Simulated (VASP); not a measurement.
**MgSe: relaxation of cell and atoms with PBE**

The system is MgSe.

```xyz
2
Lattice="0.0000 2.7255 2.7255 2.7255 0.0000 2.7255 2.7255 2.7255 0.0000" Properties=species:S:1:pos:R:3 pbc="T T T"
Mg    0.0000    0.0000    0.0000
Se    2.7255    2.7255    2.7255
```

* Program: VASP 6.6.1
* Task: relaxation of cell and atoms
* Functional: PBE
* Potentials or basis: VASP PAW PBE potentials, release 64 (Mg, Se)
* Cutoff: 600 eV
* k mesh: 7 × 7 × 7
* Occupations: gaussian, width 0.01 eV
* Spin: no spin polarisation
* Dipole correction: no
* Further INCAR settings: ALGO = Normal; EDIFF = 1e-06; IBRION = 2; EDIFFG = -0.01; NSW = 80; ISIF = 3

The relaxed volume is 20.85 Å³/atom and the relaxed cell is a = 3.892 Å, b = 3.892 Å, c = 3.892 Å, α = 60.00°, β = 60.00°, γ = 60.00°. The space group after relaxing (to 0.05 Å) is Fm-3m (No. 225). The energy gained by relaxing is 3.5 meV/atom. The ionic steps are 3, the pressure after relaxing is 0.0 GPa and the band gap on the k mesh is 1.96 eV, indirect (least direct gap 2.40 eV).

The path:
```tsv
step	energy change (eV)	largest force (eV/Å)	pressure (GPa)	volume (Å³)
1	0.0000	0.0000	1.92	40.49
2	-0.0068	0.0000	-0.34	41.93
3	-0.0070	0.0000	-0.01	41.69
```

Final structure:
```
Mg Se
1.0
     0.00000    2.75217    2.75217
     2.75217    0.00000    2.75217
     2.75217    2.75217    0.00000
Mg Se
1 1
Direct
  0.00000 0.00000 0.00000
  0.50000 0.50000 0.50000
```

Levels at points of the mesh, in eV from the valence-band top:
```tsv
k point	band 2	band 3	band 4	band 5	band 6	band 7
(0.00, 0.00, 0.00)	0.00	0.00	0.00	2.40	7.42	7.42
```

Wall time 15 s on 1 thread of Intel(R) Xeon(R) Platinum 8488C (Sapphire Rapids), with other jobs on the host, peak memory 0.18 GiB.

Caveat: an odd mesh through Γ misses points on the zone boundary, where band edges often lie.
